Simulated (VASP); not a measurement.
# I: molecular dynamics at constant energy

I, Cmce (no. 64), 8 atoms in the cell. PBE, molecular dynamics; PAW potentials I (PBE set).

Ensemble: NVE; Starting temperature (K): 600.

## Input

INCAR:
```
SYSTEM = I
GGA = PE ; PREC = Normal
ENCUT = 200 ; EDIFF = 1E-6
NELMIN = 4 ; NELM = 60
ALGO = Normal ; LREAL = Auto
LASPH = .True. ; ISMEAR = 0
SIGMA = 0.05 ; ISYM = 0
LWAVE = .False. ; LCHARG = .False.
IBRION = 0 ; NSW = 60
POTIM = 4.0 ; TEBEG = 600
ISIF = 2 ; RANDOM_SEED = 392150 0 0
MDALGO = 2 ; SMASS = -3
KPAR = 2
```

KPOINTS:
```
k-points
0
Monkhorst-Pack
  2 2 1
```

POSCAR:
```
I
1.0
    7.2700700000      0.0000000000      0.0000000000
    0.0000000000      4.7900400000      0.0000000000
    0.0000000000      0.0000000000      9.7934400000
I
8
Direct
    0.5000000000      0.8507000000      0.3844000000
    0.5000000000      0.3507000000      0.1156000000
    0.5000000000      0.1493000000      0.6156000000
    0.5000000000      0.6493000000      0.8844000000
    0.0000000000      0.3507000000      0.3844000000
    0.0000000000      0.8507000000      0.1156000000
    0.0000000000      0.6493000000      0.6156000000
    0.0000000000      0.1493000000      0.8844000000
```

Commands:
```
cat potpaw_PBE.64/I/POTCAR > POTCAR
mpirun -np 2 vasp_std > vasp.out
```

## Result

- Rise of the mean potential energy above the start (meV/atom): -23.1
- Mean temperature (K): 821
- Electronic steps per ionic step after the first: 4.1

Course of the run:

| Time (fs) | Temperature (K) | Potential energy less the first (meV/atom) |
|---|---|---|
| 4 | 618 | 0.0 |
| 24 | 776 | -17.9 |
| 40 | 809 | -21.6 |
| 60 | 736 | -13.3 |
| 76 | 647 | -3.2 |
| 96 | 601 | 2.0 |
| 112 | 662 | -5.0 |
| 132 | 842 | -25.5 |
| 148 | 964 | -39.3 |
| 168 | 936 | -36.2 |
| 184 | 856 | -27.1 |
| 204 | 937 | -36.3 |
| 220 | 1054 | -49.6 |
| 240 | 1035 | -47.5 |

REPORT:
```
MDALGO =   2
               SCALING =       0
                 CNEXP =     9.000   14.000
           RANDOM_SEED =            392150                0                0

   original number of atomic DOF:         21
   number of independent constraints:      0
   number of active DOF:                  21

========================================
         MD step No.       1
========================================

  Atomic velocities initialized by STEP_tb

  >Energies
                    E_tot             E_pot             E_kin               EPS                ES
   e_b>   -0.11066633E+02   -0.11625900E+02    0.55926656E+00    0.00000000E+00    0.00000000E+00

  >Temperature
               T_sim     T_inst
   tmprt>    600.000    618.093

  >Thermostat:
           s(n+1) sdot(n+1)      s(n)   sdot(n)        Qs
   s_b>   0.00000   0.00000   0.00000   0.00000  -3.00000

           RANDOM_SEED =            392150               48                0

[... steps left out ...]

========================================
         MD step No.      60
========================================

  >Energies
                    E_tot             E_pot             E_kin               EPS                ES
   e_b>   -0.11069212E+02   -0.12005715E+02    0.93650298E+00    0.00000000E+00    0.00000000E+00

  >Temperature
               T_sim     T_inst
   tmprt>    600.000   1035.009

  >Thermostat:
           s(n+1) sdot(n+1)      s(n)   sdot(n)        Qs
   s_b>   0.00000   0.00000   0.00000   0.00000  -3.00000

           RANDOM_SEED =            392150               48                0
```

OSZICAR:
```
N       E                     dE             d eps       ncg     rms          rms(c)
DAV:   1     0.244034646588E+03    0.24403E+03   -0.12489E+04   132   0.636E+02
DAV:   2     0.606864834134E+01   -0.23797E+03   -0.23653E+03   184   0.156E+02
DAV:   3    -0.117183271494E+02   -0.17787E+02   -0.17733E+02   151   0.516E+01
DAV:   4    -0.120616357686E+02   -0.34331E+00   -0.34321E+00   152   0.860E+00
DAV:   5    -0.120638477917E+02   -0.22120E-02   -0.22119E-02   152   0.739E-01    0.143E+01
DAV:   6    -0.117342327899E+02    0.32962E+00   -0.28475E-01   136   0.220E+00    0.960E+00
DAV:   7    -0.116428374672E+02    0.91395E-01   -0.68857E-01   136   0.341E+00    0.882E-01
DAV:   8    -0.116255486461E+02    0.17289E-01   -0.92746E-02   134   0.126E+00    0.571E-01
DAV:   9    -0.116258062379E+02   -0.25759E-03   -0.25413E-03   136   0.231E-01    0.265E-01
DAV:  10    -0.116258987481E+02   -0.92510E-04   -0.59656E-04   152   0.111E-01    0.120E-01
DAV:  11    -0.116258971160E+02    0.16321E-05   -0.62159E-05   136   0.319E-02    0.191E-02
DAV:  12    -0.116258985597E+02   -0.14437E-05   -0.79503E-06   152   0.124E-02    0.179E-02
[... left out ...]
     58 T=  1069. E= -.11069313E+02 F= -.12036424E+02 E0= -.12036424E+02  EK= 0.96711E+00 SP= 0.00E+00 SK= 0.00E+00
     59 T=  1056. E= -.11069332E+02 F= -.12024688E+02 E0= -.12024688E+02  EK= 0.95536E+00 SP= 0.00E+00 SK= 0.00E+00
[... last step whole ...]
       N       E                     dE             d eps       ncg     rms          rms(c)
DAV:   1    -0.120056928330E+02    0.18996E-01   -0.11505E-02   170   0.238E+00    0.169E-02
DAV:   2    -0.120057158974E+02   -0.23064E-04   -0.29003E-04   132   0.598E-02    0.161E-02
DAV:   3    -0.120057151812E+02    0.71625E-06   -0.51162E-06   152   0.105E-02    0.103E-02
DAV:   4    -0.120057146321E+02    0.54906E-06   -0.92646E-07    68   0.429E-03
     60 T=  1035. E= -.11069212E+02 F= -.12005715E+02 E0= -.12005715E+02  EK= 0.93650E+00 SP= 0.00E+00 SK= 0.00E+00
```

Limits: 240 fs of 8 atoms are too short for converged averages; the cell is only 4.8 Å across, so each atom moves in step with near copies of itself.

VASP 6.6.1 took 283 s on 2 cores (Intel Xeon Platinum 8259CL @ 2.50GHz (Skylake/Cascade Lake)), a shared host.
